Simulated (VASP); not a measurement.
Here is a VASP 6.6.1 calculation.

The input INCAR:

```
SYSTEM = MgSe
PREC = Accurate
ENCUT = 520
EDIFF = 1E-7
ISMEAR = 0
SIGMA = 0.1
LREAL = .FALSE.
LASPH = .TRUE.
NELM = 80
ALGO = Normal
ISIF = 2
LWAVE = .FALSE.
LCHARG = .TRUE.
GGA = PE
LELF = .TRUE.
LVHAR = .TRUE.
```

Contents of KPOINTS:

```
Automatic mesh
0
G
  8 8 8
  0 0 0
```

The input POSCAR:

```
MgSe
1.0
    0.0000000000      2.7255000000      2.7255000000
    2.7255000000      0.0000000000      2.7255000000
    2.7255000000      2.7255000000      0.0000000000
Se Mg
1 1
Cartesian
    2.7255000000      2.7255000000      2.7255000000
    0.0000000000      0.0000000000      0.0000000000
```

Potentials or basis: VASP PAW PBE potentials, release 64 (Se, Mg).

Launch:

```bash
$ cat potpaw_PBE.64/Se/POTCAR potpaw_PBE.64/Mg/POTCAR > POTCAR
$ mpirun -np 1 vasp_std > vasp.out
```

Q: Estimate the band gap on the k mesh.

A: 1.80 eV, indirect (least direct gap 2.60 eV).

Q: What does it give for the pressure?

A: 1.9 GPa.

A k mesh can miss the band edges.
